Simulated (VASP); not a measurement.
# AgBr (Fm-3m) in VASP: notebook

The runs below take AgBr through elastic constants, band structure, with PBEsol, PBE, LDA, r2SCAN.

Everything below comes from runs of VASP 6.6.1. Logs are shortened: lines on timing, memory, paths and dates and some standing lists are left out, and cuts for length are marked.

### Step 1. The crystal as given

It takes space group Fm-3m (No. 225, cubic). Conventional cell: a = 5.673 Å, b = 5.673 Å, c = 5.673 Å, α = 90.00°, β = 90.00°, γ = 90.00°. Ag (site symmetry m-3m) is surrounded by 6 Br at 2.84 Å. Around Br (site symmetry m-3m) lie 6 Ag at 2.84 Å.

### Step 2. Elastic constants, PBEsol

The input, POSCAR:

```
AgBr
1.0
    0.0000000000      2.8363309775      2.8363309775
    2.8363309775      0.0000000000      2.8363309775
    2.8363309775      2.8363309775      0.0000000000
  Ag              Br
     1     1
Direct
     1.0000000000000000    0.0000000000000000    1.0000000000000000
     0.5000000000000000    0.5000000000000000    0.5000000000000000
```

The input, INCAR.step1:

```
SYSTEM = AgBr
ALGO = Fast
EDIFF = 1E-8
EDIFFG = -0.002
ENCUT = 600
GGA = PS
IBRION = 2
ISIF = 3
ISMEAR = 0
LASPH = .TRUE.
LCHARG = .FALSE.
LREAL = .FALSE.
LWAVE = .FALSE.
NELM = 80
NSW = 40
PREC = Accurate
SIGMA = 0.03
```

The input, INCAR.step2:

```
SYSTEM = AgBr
ALGO = Fast
EDIFF = 1E-8
ENCUT = 600
GGA = PS
IBRION = 6
ISIF = 3
ISMEAR = 0
LASPH = .TRUE.
LCHARG = .FALSE.
LREAL = .FALSE.
LWAVE = .FALSE.
NELM = 80
NFREE = 2
NSW = 1
POTIM = 0.015
PREC = Accurate
SIGMA = 0.03
```

The input, KPOINTS:

```
k-points
0
G
  8 8 8
  0 0 0
```

Potentials or basis: VASP PAW PBE potentials, release 64 (Ag, Br).

Launch:

```sh
> cat potpaw_PBE.64/Ag/POTCAR potpaw_PBE.64/Br/POTCAR > POTCAR
> cp INCAR.step1 INCAR
> mpirun -np 1 vasp_std > vasp.out
> cp CONTCAR POSCAR
> cp INCAR.step2 INCAR
> mpirun -np 1 vasp_std > vasp.out
```

OUTCAR:

```text
SYSTEM = AgBr
   EDIFF = 1E-8
   ENCUT = 600
   GGA = PS
   IBRION = 6
   ISIF = 3
   ISMEAR = 0
   LASPH = .TRUE.
   LREAL = .FALSE.
   NELM = 80
   NFREE = 2
   NSW = 1
   POTIM = 0.015
   PREC = Accurate

 ion  position               nearest neighbor table
   1  0.000  0.000  0.000-   2 2.84   2 2.84   2 2.84   2 2.84   2 2.84   2 2.84
   2  0.500  0.500  0.500-   1 2.84   1 2.84   1 2.84   1 2.84   1 2.84   1 2.84

  LATTYP: Found a face centered cubic cell.
 ALAT       =     5.6726619550

  Lattice vectors:

 A1 = (   0.0000000000,   2.8363309775,   2.8363309775)
 A2 = (   2.8363309775,   0.0000000000,   2.8363309775)
 A3 = (   2.8363309775,   2.8363309775,   0.0000000000)

Analysis of symmetry for initial positions (statically):
=====================================================================
 Subroutine PRICEL returns:
 Original cell was already a primitive cell.

 Routine SETGRP: Setting up the symmetry group for a
 face centered cubic supercell.

 Subroutine GETGRP returns: Found 48 space group operations
 (whereof 48 operations were pure point group operations)
 out of a pool of 48 trial point group operations.

The static configuration has the point symmetry O_h .

Analysis of symmetry for dynamics (positions and initial velocities):
=====================================================================
 Subroutine PRICEL returns:
 Original cell was already a primitive cell.

 Routine SETGRP: Setting up the symmetry group for a
 face centered cubic supercell.

 Subroutine GETGRP returns: Found 48 space group operations
 (whereof 48 operations were pure point group operations)
 out of a pool of 48 trial point group operations.

The dynamic configuration has the point symmetry O_h .

 Subroutine INISYM returns: Found 48 space group operations
[... 719 lines left out ...]
      2      -1.2525      2.00000
      3      -0.4244      2.00000
      4      -0.3751      2.00000
      5       1.2512      2.00000
      6       1.3126      2.00000
      7       1.6090      2.00000
      8       2.6530      2.00000
      9       3.2685      2.00000
     10       8.3872      0.00000
     11       8.9767      0.00000
     12      11.6521      0.00000
     13      11.7814      0.00000

 [... further k-points ...]

------------------------ aborting loop because EDIFF is reached ----------------------------------------

  FORCE on cell =-STRESS in cart. coord.  units (eV):
  Direction    XX          YY          ZZ          XY          YZ          ZX
  --------------------------------------------------------------------------------------
  -------------------------------------------------------------------------------------
  Total        0.0029810     -0.0005013     -0.0005013     -0.0000000     -0.0000000      0.0000000
  in kB        0.1046569     -0.0176015     -0.0176015     -0.0000000     -0.0000000      0.0000000
  external PRESSURE =       0.0231513 kB  Pullay stress =       0.0000000 kB
[... 17 lines left out ...]
  FREE ENERGIE OF THE ION-ELECTRON SYSTEM (eV)
  ---------------------------------------------------
  free  energy   TOTEN  =        -5.6984351597 eV

  energy  without entropy=       -5.6984351597  energy(sigma->0) =       -5.69843516

 INTERNAL STRAIN TENSORS FROM STRAINED CELLS
 ============================================

 INTERNAL STRAIN TENSOR FOR ION    1 for displacements in x,y,z  (eV/Angst):
          X           Y           Z          XY          YZ          ZX
  --------------------------------------------------------------------------------
  x     0.00000     0.00000    -0.00000     0.00000     0.00000     0.00000
  y    -0.00000     0.00000     0.00000     0.00000     0.00000    -0.00000
  z     0.00000    -0.00000    -0.00000     0.00000     0.00000     0.00000

 INTERNAL STRAIN TENSORS FROM DISPLACED ATOMS
 ============================================

 INTERNAL STRAIN TENSOR FOR ION    1 for displacements in x,y,z  (eV/Angst):
          X           Y           Z          XY          YZ          ZX
  --------------------------------------------------------------------------------
  x     0.00000     0.00000     0.00000     0.00000     0.00000     0.00000
  y     0.00000     0.00000     0.00000     0.00000     0.00000     0.00000
  z     0.00000     0.00000     0.00000     0.00000     0.00000     0.00000

 INTERNAL STRAIN TENSOR FOR ION    2 for displacements in x,y,z  (eV/Angst):
          X           Y           Z          XY          YZ          ZX
  --------------------------------------------------------------------------------
  x     0.00000     0.00000     0.00000     0.00000     0.00000     0.00000
  y     0.00000     0.00000     0.00000     0.00000     0.00000     0.00000
  z     0.00000     0.00000     0.00000     0.00000     0.00000     0.00000

 Eigenvectors and eigenvalues of the dynamical matrix
 ----------------------------------------------------

   1 f  =    2.617761 THz    16.447879 2PiTHz   87.319118 cm-1    10.826186 meV
             X         Y         Z           dx          dy          dz
      0.000000  0.000000  0.000000     0.000000    0.653332    0.000000
      2.836331  2.836331  2.836331     0.000000   -0.757072    0.000000
[... 21 lines left out ...]
   6 f/i=    0.003455 THz     0.021708 2PiTHz    0.115243 cm-1     0.014288 meV
             X         Y         Z           dx          dy          dz
      0.000000  0.000000  0.000000     0.000000    0.000000    0.757072
      2.836331  2.836331  2.836331     0.000000    0.000000    0.653332

--------------------------------------------------------------------------------------------------------

 ELASTIC MODULI CONTR FROM IONIC RELAXATION (kBar)
 Direction    XX          YY          ZZ          XY          YZ          ZX
 --------------------------------------------------------------------------------
 XX           0.0000      0.0000      0.0000      0.0000      0.0000      0.0000
 YY           0.0000      0.0000      0.0000      0.0000      0.0000      0.0000
 ZZ           0.0000      0.0000      0.0000      0.0000      0.0000      0.0000
 XY           0.0000      0.0000      0.0000      0.0000      0.0000      0.0000
 YZ           0.0000      0.0000      0.0000      0.0000      0.0000      0.0000
 ZX           0.0000      0.0000      0.0000      0.0000      0.0000      0.0000
 --------------------------------------------------------------------------------

 TOTAL ELASTIC MODULI (kBar)
 Direction    XX          YY          ZZ          XY          YZ          ZX
 --------------------------------------------------------------------------------
 XX         788.6245    398.0534    398.0534      0.0000      0.0000      0.0000
 YY         398.0534    788.6245    398.0534     -0.0000      0.0000      0.0000
 ZZ         398.0534    398.0534    788.6245      0.0000     -0.0000     -0.0000
 XY           0.0000     -0.0000      0.0000     70.5510      0.0000      0.0000
 YZ           0.0000      0.0000     -0.0000      0.0000     70.5510      0.0000
 ZX           0.0000      0.0000     -0.0000      0.0000      0.0000     70.5510
 --------------------------------------------------------------------------------
```

Run time: 4.5 min. Hardware: 1 thread of Intel Xeon 6975P-C (Granite Rapids), shared host; peak memory 0.35 GiB.

What came out:

| Quantity | Value |
| --- | --- |
| Elastic constants C11, C12, C44 | 79, 40, 7 GPa |
| Voigt bulk modulus | 53 GPa |
| Highest phonon frequency at Γ, LO-TO splitting left out | 87 cm⁻¹ |

Phonon frequencies in cm⁻¹ (negative: imaginary):
| q point | frequencies |
| --- | --- |
| (0.000, 0.000, 0.000) | 0 0 0 87 87 87 |

Elastic tensor in Voigt notation (GPa, in the Cartesian axes of the cell as first typed):
```
79 40 40  0  0  0
40 79 40  0  0  0
40 40 79  0  0  0
 0  0  0  7  0  0
 0  0  0  0  7  0
 0  0  0  0  0  7
```

Clamped-ion elastic tensor (GPa):
```
79 40 40  0  0  0
40 79 40  0  0  0
40 40 79  0  0  0
 0  0  0  7  0  0
 0  0  0  0  7  0
 0  0  0  0  0  7
```

Caveat: the PAW data sets were made with another functional, which shifts forces and pressure a little.

### Step 3. Band structure, PBE

The input, INCAR:

```
SYSTEM = AgBr
PREC     = Accurate       ! precision mode
ENCUT    = 520            ! plane-wave cutoff, eV
EDIFF    = 1E-6           ! SCF threshold, eV
ISMEAR   = 0              ! smearing method
SIGMA    = 0.03           ! smearing width, eV
LREAL    = .False.        ! projectors in reciprocal space
LASPH    = .True.         ! aspherical terms in the spheres
NELM     = 80             ! most SCF steps
ALGO     = Normal         ! electronic algorithm
ISIF     = 2              ! what is computed and relaxed
LWAVE    = .False.        ! write WAVECAR
LCHARG   = .False.        ! write CHGCAR
LMAXMIX  = 4              ! l up to which the mixer works
GGA      = PE             ! functional
```

The input, KPOINTS:

```
regular mesh
0
Gamma
  8 8 8
  0 0 0
```

The input, POSCAR:

```
AgBr                                    
1.0
    0.0000000000      2.8363309760      2.8363309760
    2.8363309760      0.0000000000      2.8363309760
    2.8363309760      2.8363309760     -0.0000000000
  Ag              Br            
     1     1
Direct
     1.0000000000000000    0.0000000000000000    1.0000000000000000
     0.5000000000000000    0.5000000000000000    0.5000000000000000
```

The input, KPOINTS_OPT:

```
explicit points
252
Reciprocal
 0.0000000000  0.0000000000  0.0000000000 1
 0.0357142857  0.0000000000  0.0357142857 1
 0.0714285714  0.0000000000  0.0714285714 1
 0.1071428571  0.0000000000  0.1071428571 1
 0.1428571429  0.0000000000  0.1428571429 1
 0.1785714286  0.0000000000  0.1785714286 1
[... 244 lines left out ...]
 0.4886948100  0.0113051900  0.5000000000 1
 0.5113051900 -0.0113051900  0.5000000000 1
```

Potentials or basis: VASP PAW PBE potentials, release 64 (Ag, Br).

Launch:

```sh
> cat potpaw_PBE.64/Ag/POTCAR potpaw_PBE.64/Br/POTCAR > POTCAR
> mpirun -np 1 vasp_std > vasp.out
```

Run time: 46 s. Hardware: 1 thread of AMD EPYC 9R45 (Zen 5), shared host; peak memory 0.15 GiB.

Results (log left out):

- Free energy: -4.9496 eV
- Pressure: 4.2 GPa
- Band gap on the k mesh: 0.67 eV, indirect (least direct gap 2.73 eV)
- Band gap along the path: 0.67 eV, indirect (least direct gap 2.73 eV)

Levels at the corners of the path, in eV from the valence-band top:
| point | band 7 | band 8 | band 9 | band 10 | band 11 | band 12 |
| --- | --- | --- | --- | --- | --- | --- |
| Γ | -2.07 | -2.07 | -2.07 | 0.67 | 9.90 | 9.90 |
| X | -2.51 | -2.51 | -2.38 | 1.52 | 6.99 | 9.21 |
| X | -2.51 | -2.51 | -2.38 | 1.52 | 6.99 | 9.21 |
| W | -2.42 | -2.42 | -1.64 | 3.84 | 7.15 | 7.67 |
| W | -2.42 | -2.42 | -1.64 | 3.84 | 7.15 | 7.67 |
| K | -2.33 | -2.13 | -1.29 | 2.94 | 6.82 | 8.29 |
| K | -2.33 | -2.13 | -1.29 | 2.94 | 6.82 | 8.29 |
| Γ | -2.07 | -2.07 | -2.07 | 0.67 | 9.90 | 9.90 |
| Γ | -2.07 | -2.07 | -2.07 | 0.67 | 9.90 | 9.90 |
| L | -2.26 | 0.00 | 0.00 | 3.63 | 6.69 | 6.69 |
| L | -2.26 | 0.00 | 0.00 | 3.63 | 6.69 | 6.69 |
| U | -2.33 | -2.13 | -1.29 | 2.94 | 6.82 | 8.29 |
| U | -2.33 | -2.13 | -1.29 | 2.94 | 6.82 | 8.29 |
| W | -2.42 | -2.42 | -1.64 | 3.84 | 7.15 | 7.67 |
| W | -2.42 | -2.42 | -1.64 | 3.84 | 7.15 | 7.67 |
| L | -2.26 | 0.00 | 0.00 | 3.63 | 6.69 | 6.69 |
| L | -2.26 | 0.00 | 0.00 | 3.63 | 6.69 | 6.69 |
| K | -2.33 | -2.13 | -1.29 | 2.94 | 6.82 | 8.29 |
| U | -2.33 | -2.13 | -1.29 | 2.94 | 6.82 | 8.29 |
| X | -2.51 | -2.51 | -2.38 | 1.52 | 6.99 | 9.21 |

### Step 4. Band structure, LDA

INCAR: that of step 3 with these lines changed.

```diff
@@ -14,2 +14 @@
 LMAXMIX  = 4              ! l up to which the mixer works
-GGA      = PE             ! functional
```

KPOINTS is that of step 3.

POSCAR is that of step 3.

KPOINTS_OPT is that of step 3.

Potentials or basis: VASP PAW LDA potentials, release 64 (Ag, Br).

Launch:

```sh
> cat potpaw_LDA.64/Ag/POTCAR potpaw_LDA.64/Br/POTCAR > POTCAR
> mpirun -np 1 vasp_std > vasp.out
```

It took 46 s on 1 thread of AMD EPYC 9R45 (Zen 5), shared host; peak memory 0.14 GiB.

The run converged. Its results:

```yaml
Free_energy: -6.3953 eV
Pressure: -2.6 GPa
Band_gap_on_the_k_mesh: 0.41 eV, indirect (least direct gap 2.47 eV)
Band_gap_along_the_path: 0.41 eV, indirect (least direct gap 2.47 eV)
```

Levels at the corners of the path, in eV from the valence-band top:
| point | band 6 | band 7 | band 8 | band 9 | band 10 | band 11 | band 12 | band 13 |
| --- | --- | --- | --- | --- | --- | --- | --- | --- |
| Γ | -3.03 | -2.06 | -2.06 | -2.06 | 0.41 | 9.83 | 9.83 | 9.83 |
| X | -2.85 | -2.56 | -2.56 | -2.44 | 1.29 | 6.86 | 8.99 | 10.98 |
| X | -2.85 | -2.56 | -2.56 | -2.44 | 1.29 | 6.86 | 8.99 | 10.98 |
| W | -2.55 | -2.46 | -2.46 | -1.71 | 3.68 | 6.93 | 7.51 | 7.51 |
| W | -2.55 | -2.46 | -2.46 | -1.71 | 3.68 | 6.93 | 7.51 | 7.51 |
| K | -2.62 | -2.38 | -2.19 | -1.32 | 2.74 | 6.66 | 8.11 | 9.07 |
| K | -2.62 | -2.38 | -2.19 | -1.32 | 2.74 | 6.66 | 8.11 | 9.07 |
| Γ | -3.03 | -2.06 | -2.06 | -2.06 | 0.41 | 9.83 | 9.83 | 9.83 |
| Γ | -3.03 | -2.06 | -2.06 | -2.06 | 0.41 | 9.83 | 9.83 | 9.83 |
| L | -2.68 | -2.32 | 0.00 | 0.00 | 3.40 | 6.51 | 6.51 | 6.62 |
| L | -2.68 | -2.32 | 0.00 | 0.00 | 3.40 | 6.51 | 6.51 | 6.62 |
| U | -2.62 | -2.38 | -2.19 | -1.32 | 2.74 | 6.66 | 8.11 | 9.07 |
| U | -2.62 | -2.38 | -2.19 | -1.32 | 2.74 | 6.66 | 8.11 | 9.07 |
| W | -2.55 | -2.46 | -2.46 | -1.71 | 3.68 | 6.93 | 7.51 | 7.51 |
| W | -2.55 | -2.46 | -2.46 | -1.71 | 3.68 | 6.93 | 7.51 | 7.51 |
| L | -2.68 | -2.32 | 0.00 | 0.00 | 3.40 | 6.51 | 6.51 | 6.62 |
| L | -2.68 | -2.32 | 0.00 | 0.00 | 3.40 | 6.51 | 6.51 | 6.62 |
| K | -2.62 | -2.38 | -2.19 | -1.32 | 2.74 | 6.66 | 8.11 | 9.07 |
| U | -2.62 | -2.38 | -2.19 | -1.32 | 2.74 | 6.66 | 8.11 | 9.07 |
| X | -2.85 | -2.56 | -2.56 | -2.44 | 1.29 | 6.86 | 8.99 | 10.98 |

### Step 5. Band structure, r2SCAN

INCAR: that of step 4 with these lines changed.

```diff
@@ -14 +14,3 @@
 LMAXMIX  = 4              ! l up to which the mixer works
+METAGGA  = R2SCAN         ! meta-GGA
+LMIXTAU  = .True.
```

KPOINTS is that of step 4.

POSCAR is that of step 4.

KPOINTS_OPT is that of step 4.

Potentials or basis: VASP PAW PBE potentials, release 64 (Ag, Br).

Launch:

```sh
> cat potpaw_PBE.64/Ag/POTCAR potpaw_PBE.64/Br/POTCAR > POTCAR
> mpirun -np 1 vasp_std > vasp.out
```

Wall time 3.4 min (1 thread of AMD EPYC 9R45 (Zen 5), shared host); peak memory 0.15 GiB.

Results (log left out):

| Item | Value |
| --- | --- |
| Free energy | -35.4892 eV |
| Pressure | 3.1 GPa |
| Band gap on the k mesh | 1.25 eV, indirect (least direct gap 3.42 eV) |
| Band gap along the path | 1.25 eV, indirect (least direct gap 3.40 eV) |

Levels at the corners of the path, in eV from the valence-band top:
```tsv
point	band 7	band 8	band 9	band 10	band 11	band 12
Γ	-2.17	-2.17	-2.17	1.25	10.41	10.41
X	-2.50	-2.50	-2.34	2.06	7.35	9.88
X	-2.50	-2.50	-2.34	2.06	7.35	9.88
W	-2.42	-2.42	-1.57	4.33	7.85	8.16
W	-2.42	-2.42	-1.57	4.33	7.85	8.16
K	-2.33	-2.08	-1.29	3.47	7.29	8.86
K	-2.33	-2.08	-1.29	3.47	7.29	8.86
Γ	-2.17	-2.17	-2.17	1.25	10.41	10.41
Γ	-2.17	-2.17	-2.17	1.25	10.41	10.41
L	-2.24	0.00	0.00	4.14	7.29	7.29
L	-2.24	0.00	0.00	4.14	7.29	7.29
U	-2.33	-2.08	-1.29	3.47	7.29	8.86
U	-2.33	-2.08	-1.29	3.47	7.29	8.86
W	-2.42	-2.42	-1.57	4.33	7.85	8.16
W	-2.42	-2.42	-1.57	4.33	7.85	8.16
L	-2.24	0.00	0.00	4.14	7.29	7.29
L	-2.24	0.00	0.00	4.14	7.29	7.29
K	-2.33	-2.08	-1.29	3.47	7.29	8.86
U	-2.33	-2.08	-1.29	3.47	7.29	8.86
X	-2.50	-2.50	-2.34	2.06	7.35	9.88
```

Caveat: the PAW data sets were made with another functional, which shifts forces and pressure a little. r2SCAN opens gaps a little over a GGA but as a rule still falls short of measured ones.

### Step 6. Overview

| task | level | potentials or basis | cutoff (eV) | ions in elastic constants | gap on the mesh (eV) | pressure (GPa) |
| --- | --- | --- | --- | --- | --- | --- |
| elastic constants | PBEsol | VASP PAW PBE potentials, release 64 (Ag, Br) | 600 | relaxed | - | - |
| band structure | PBE | VASP PAW PBE potentials, release 64 (Ag, Br) | 520 | - | 0.67 | 4.2 |
| band structure | LDA | VASP PAW LDA potentials, release 64 (Ag, Br) | 520 | - | 0.41 | -2.6 |
| band structure | r2SCAN | VASP PAW PBE potentials, release 64 (Ag, Br) | 520 | - | 1.25 | 3.1 |

Alike in all rows: no spin polarisation; cell as given; k mesh 8 × 8 × 8; smearing gaussian 0.03 eV.

Caveats: the PAW data sets were made with another functional, which shifts forces and pressure a little (some runs).

Total energies depend on the potentials used, so only differences within one code and one set of settings carry meaning.
